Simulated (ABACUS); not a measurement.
# PtSe2 (Sudovikovite) under changes of volume

One of the cells (20.265 Å³/atom); the others are scaled copies at fixed shape and fractional positions:

```
Pt Se
1.0
     3.72400    0.00000    0.00000
    -1.86200    3.22508    0.00000
     0.00000    0.00000    5.06200
Pt Se
1 2
Cartesian
  0.0000 0.0000 0.0000
  1.8620 1.0750 3.7965
  0.0000 2.1501 1.2655
```

* Program: ABACUS 3.10.1
* Functional: PBE
* Potentials or basis: PseudoDojo NC SR 0.4.1 PBE standard
* Cutoff: 1184 eV
* Density cutoff: 4735 eV
* Basis: plane waves
* k mesh: 8 × 8 × 5
* Occupations: fermi-dirac, width 0.05 eV
* Spin: no spin polarisation

```tsv
volume (Å³/atom)	energy over the lowest point (meV/atom)	pressure (GPa)	largest force (eV/Å)
19.049	?	?	?
19.455	77.69	13.8	1.160
19.860	47.30	10.3	0.867
20.265	25.16	7.2	0.597
20.671	10.41	4.5	0.349
21.076	2.25	2.0	0.122
21.481	0.00	-0.2	0.086
```

Task: What does the run at 19.049 Å³/atom give?

Result: Energy over the lowest point 117.31 meV/atom; pressure 17.6 GPa; largest force 1.479 eV/Å.

Worked out: A Birch-Murnaghan fit of order 3 (a polynomial in V^(-2/3)) to the other rows has its minimum at 21.45 Å³/atom with B0 = V·E''(V) = 111 GPa and B' = 5.0 at fixed shape and positions, which overstates the stiffness. It gives 117.47 meV/atom at 19.049 Å³/atom, against the run's 117.31, and -dE/dV = 17.7 GPa, against 17.6.

Energies are extrapolated to zero smearing.

Caveats: forces of over 1 eV/Å show positions far from the minimum, so gaps and moduli don't describe the material at rest (some runs).
